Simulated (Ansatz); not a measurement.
# Ir (diamond type): how the settings move a single-point run

Question: which choices in the input matter for Ir (diamond type)?

Method: reference: DFT, PBE, PAW with Ansatz's default frozen-core files, scalar-relativistic, in Ansatz 0.2.0.

2 further runs of the same task are left out: 2 that didn't finish.

### 1 The structure to begin with

The structure is cubic, space group Fd-3m (No. 227). Conventional cell: a = 5.254 Å, b = 5.254 Å, c = 5.254 Å, α = 90.00°, β = 90.00°, γ = 90.00°. Ir (site symmetry -43m) is surrounded by 4 Ir at 2.28 Å.

As a file:

```
CELL_PARAMETERS angstrom
0.00000 2.62722 2.62722
2.62722 0.00000 2.62722
2.62722 2.62722 0.00000
ATOMIC_POSITIONS crystal
Ir 0.87500 0.87500 0.87500
Ir 0.12500 0.12500 0.12500
```

### 2 Reference

The input, input.yaml:

```yaml
crystal:
  lattice:
    - [0.0, 2.6272165707, 2.6272165707]
    - [2.6272165707, 0.0, 2.6272165707]
    - [2.6272165707, 2.6272165707, 0.0]
  atoms:
    - { symbol: Ir, position: [-0.125, -0.125, -0.125] }
    - { symbol: Ir, position: [0.125, 0.125, 0.125] }
kpoints:
  mp_grid: { grid: [10, 10, 10] }
scf:
  occupations: { method: fermi_dirac, width: 0.05 }
hamiltonian:
  xc: pbe
  pseudopotentials: { kind: paw }
output:
  forces: true
  stress: true
  eigenvalues: true
  efg: { contact_densities: true }
  populations: true
```

The run is started by

```console
$ ansatz run input.yaml --threads 1 --pin off --max-ram 2048MiB --backend cpu --events-out ev --progress --plain --runs-dir out
```

### 3 Changed: ecutwfc 500 eV

Changes to input.yaml since step 2:

```diff
@@ -21 +21,7 @@
   populations: true
+  write_density: true
+  write_potential: true
+  elf: true
+  volumetric_format: npy
+basis:
+  ecutwfc: "500 eV"
```

Before running it: what results should come out? Wanted: for each run, ending; energy change; pressure; gap; force.

The runs gave:

| run | ending | energy change | pressure (GPa) | gap (eV) | force (eV/Å) | cycles | time |
| --- | --- | --- | --- | --- | --- | --- | --- |
| reference | converged | 0 | 49.4 | 0.00 | 0.00 | 6 | 3.6 s |
| 1: ecutwfc 500 eV | converged | -2.7 meV/atom | 49.4 | 0.00 | 0.00 | 6 | 4.2 s |

Times don't compare one to one where runs were asked for different outputs or read a saved state (see the inputs); cycles may leave out searches for a lower state.

Residual by cycle in the longest SCF loop of each run; runs are numbered as in the table. The quantity is the density residual dr2, in eV.

| cycle | reference | run 1 |
| --- | --- | --- |
| 1 | 0.0404 | 0.0401 |
| 2 | 0.0119 | 0.0119 |
| 3 | 3.4e-4 | 3.3e-4 |
| 4 | 2.9e-5 | 2.9e-5 |
| 5 | 1.2e-6 | 1.2e-6 |
| 6 | 9.5e-8 | 9.3e-8 |

**Reading.** Changing the cutoff moves the energy by -2.7 meV/atom. The structure is not at rest: the sound run finds 49 GPa, so these are no properties of the relaxed crystal. 
